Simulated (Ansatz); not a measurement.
# HC32: the cost of one run

Program: Ansatz 0.2.0. Level of theory: DFT PBE+D3(BJ), scalar-relativistic, plane waves, PAW. These are calculated values, not measurements.

## Step 1: The system as given

The structure is trigonal, space group R-3m (No. 166). The conventional cell has a = 2.465 Å, b = 2.465 Å, c = 10.122 Å, α = 90.00°, β = 90.00°, γ = 120.00°. C (site symmetry 3m) has 3 C at 1.42 Å as nearest neighbours.

Structure file:

```cif
data_structure
_symmetry_space_group_name_H-M 'P 1'
_symmetry_Int_Tables_number 1
_cell_length_a 2.4649
_cell_length_b 2.4649
_cell_length_c 3.6601
_cell_angle_alpha 109.614
_cell_angle_beta 109.614
_cell_angle_gamma 60.000
_cell_volume 17.75
loop_
_atom_site_label
_atom_site_type_symbol
_atom_site_fract_x
_atom_site_fract_y
_atom_site_fract_z
_atom_site_occupancy
C1 C 0.83337 0.83337 0.00011 1
C2 C 0.16663 0.16663 0.99989 1
```

It goes back to an entry of the Materials Project, which need not be the stable form.

It is the result of an earlier relaxation at this level (volume 8.88 Å³/atom; gap on the mesh: 0.69 eV).

## Step 2: Relaxing the first end

The supercell's rows are 1 1 -1; 1 -3 -1; -3 1 -1 in vectors of the relaxed cell. Atom 33 is the H that will move.

The input, input.yaml:

```yaml
crystal:
  lattice:
    - [5.6709571555, 0.0, -3.4026574436]
    - [-2.867743478, -4.9298468454, -3.3594911955]
    - [-2.867743478, 4.9298468454, -3.3594911955]
  atoms:
    - { symbol: C, position: [0.4166287368, 0.0416286019, 0.5416286019] }
    - { symbol: C, position: [0.6666287368, 0.7916286019, 0.5416286019] }
    - { symbol: C, position: [0.9166287368, 0.5416286019, 0.5416286019] }
    - { symbol: C, position: [0.4166287368, 0.2916286019, 0.2916286019] }
    - { symbol: C, position: [0.1666287368, 0.2916286019, 0.5416286019] }
    - { symbol: C, position: [0.6666287368, 0.0416286019, 0.2916286019] }
    - { symbol: C, position: [0.9166287368, 0.7916286019, 0.2916286019] }
    - { symbol: C, position: [0.4166287368, 0.5416286019, 0.0416286019] }
    - { symbol: C, position: [0.1666287368, 0.5416286019, 0.2916286019] }
    - { symbol: C, position: [0.6666287368, 0.2916286019, 0.0416286019] }
    - { symbol: C, position: [0.9166287368, 0.0416286019, 0.0416286019] }
    - { symbol: C, position: [0.4166287368, 0.7916286019, 0.7916286019] }
    - { symbol: C, position: [0.1666287368, 0.7916286019, 0.0416286019] }
    - { symbol: C, position: [0.6666287368, 0.5416286019, 0.7916286019] }
    - { symbol: C, position: [0.9166287368, 0.2916286019, 0.7916286019] }
    - { symbol: C, position: [0.1666287368, 0.0416286019, 0.7916286019] }
    - { symbol: C, position: [0.5833712632, 0.9583713981, 0.4583713981] }
    - { symbol: C, position: [0.8333712632, 0.7083713981, 0.4583713981] }
    - { symbol: C, position: [0.0833712632, 0.4583713981, 0.4583713981] }
    - { symbol: C, position: [0.5833712632, 0.2083713981, 0.2083713981] }
    - { symbol: C, position: [0.3333712632, 0.2083713981, 0.4583713981] }
    - { symbol: C, position: [0.8333712632, 0.9583713981, 0.2083713981] }
    - { symbol: C, position: [0.0833712632, 0.7083713981, 0.2083713981] }
    - { symbol: C, position: [0.5833712632, 0.4583713981, 0.9583713981] }
    - { symbol: C, position: [0.3333712632, 0.4583713981, 0.2083713981] }
    - { symbol: C, position: [0.8333712632, 0.2083713981, 0.9583713981] }
    - { symbol: C, position: [0.0833712632, 0.9583713981, 0.9583713981] }
    - { symbol: C, position: [0.5833712632, 0.7083713981, 0.7083713981] }
    - { symbol: C, position: [0.3333712632, 0.7083713981, 0.9583713981] }
    - { symbol: C, position: [0.8333712632, 0.4583713981, 0.7083713981] }
    - { symbol: C, position: [0.0833712632, 0.2083713981, 0.7083713981] }
    - { symbol: C, position: [0.3333712632, 0.9583713981, 0.7083713981] }
    - { symbol: H, position: [0.8703385687, 0.7781262977, 0.7853292075], spin: 1.0 }
basis:
  ecutwfc: 420
  xc_grid: 2
kpoints:
  mp_grid: { grid: [2, 2, 2], shift: [0.5, 0.5, 0.5] }
hamiltonian:
  xc: pbe
  dispersion: d3bj
scf:
  occupations: { method: gaussian, width: 0.02 }
output:
  forces: true
  stress: false
  eigenvalues: true
  populations: true
  write_density: true
  write_potential: true
  elf: true
  volumetric_format: npy
magnetization:
  spin_polarized: true
relax:
  adjacent_minimum: "off"
  f_tol: 0.02
  max_steps: 60
```

The run is started by

```bash
ansatz run input.yaml --threads 4 --pin off --max-ram 8192MiB --backend cpu --events-out ev --progress --plain --runs-dir out
```

What time and memory should one allow on 4 threads of Intel Xeon at 2.60GHz (Ice Lake), shared host?

About 69 s, with a peak of 0.93 GiB.
